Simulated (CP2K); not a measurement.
Runs of CP2K 2026.2 on Al. It takes space group Fm-3m (No. 225, cubic). Conventional cell: a = 4.050 Å, b = 4.050 Å, c = 4.050 Å, α = 90.00°, β = 90.00°, γ = 90.00°. Al (site symmetry m-3m) is surrounded by 12 Al at 2.86 Å. 

```tsv
task	potentials or basis	cell	k mesh	k points reduced by the point group	basis sets	hirshfeld SHAPE_FUNCTION	VORONOI_RADII	EXTRAPOLATION	gap on the mesh (eV)	pressure (GPa)
atomic charges	POTENTIAL_UZH Al GTH-PBE-q3; TZVP-MOLOPT-PBE-GTH basis	strain_c = 0.02	11 × 11 × 11	yes	Al TZVP-MOLOPT-PBE-GTH-q3	GAUSSIAN	UNITY	-	none	(b)
atomic charges	POTENTIAL_UZH Al GTH-PBE-q3; TZVP-MOLOPT-PBE-GTH basis	strain_c = 0	11 × 11 × 11	yes	Al TZVP-MOLOPT-PBE-GTH-q3	GAUSSIAN	UNITY	-	none	-0.7
atomic charges	POTENTIAL_UZH Al GTH-PBE-q3; TZVP-MOLOPT-PBE-GTH basis	strain_c = -0.02	11 × 11 × 11	yes	Al TZVP-MOLOPT-PBE-GTH-q3	GAUSSIAN	UNITY	-	none	1.0
atomic charges	POTENTIAL_UZH Al GTH-PBE-q3; TZVP-MOLOPT-PBE-GTH basis	strain_c = -0.04	11 × 11 × 11	yes	Al TZVP-MOLOPT-PBE-GTH-q3	GAUSSIAN	UNITY	-	none	(a)
relaxation of cell and atoms	POTENTIAL_UZH Al GTH-PBE-q3; DZVP-MOLOPT-PBE-GTH basis	relaxed	9 × 9 × 9	-	Al DZVP-MOLOPT-PBE-GTH-q3	-	-	USE_PREV_P	none	0.0
atomic charges	POTENTIAL_UZH Al GTH-PBE-q3; TZVP-MOLOPT-PBE-GTH basis	strain_c = 0.06	11 × 11 × 11	yes	Al TZVP-MOLOPT-PBE-GTH-q3	GAUSSIAN	UNITY	-	none	-4.2
relaxation of cell and atoms	POTENTIAL_UZH Al GTH-PBE-q3; DZVP-MOLOPT-PBE-GTH basis	relaxed to 5 GPa	9 × 9 × 9	-	Al DZVP-MOLOPT-PBE-GTH-q3	-	-	USE_PREV_P	none	5.0
atomic charges	POTENTIAL_UZH Al GTH-PBE-q3; TZVP-MOLOPT-PBE-GTH basis	strain_c = 0.04	11 × 11 × 11	yes	Al TZVP-MOLOPT-PBE-GTH-q3	GAUSSIAN	UNITY	-	none	-3.3
```

Alike in all rows: level PBE; no spin polarisation; smearing fermi-dirac 0.05 eV.

Estimate the missing entries.

(a) 2.8; (b) -2.1.

Caveats: the basis of atomic orbitals isn't converged, which shifts pressures, moduli and gaps; the real-space grid breaks the cell's symmetry a little (some runs).

A gap of «none» marks a metal or a gap under the smearing width.
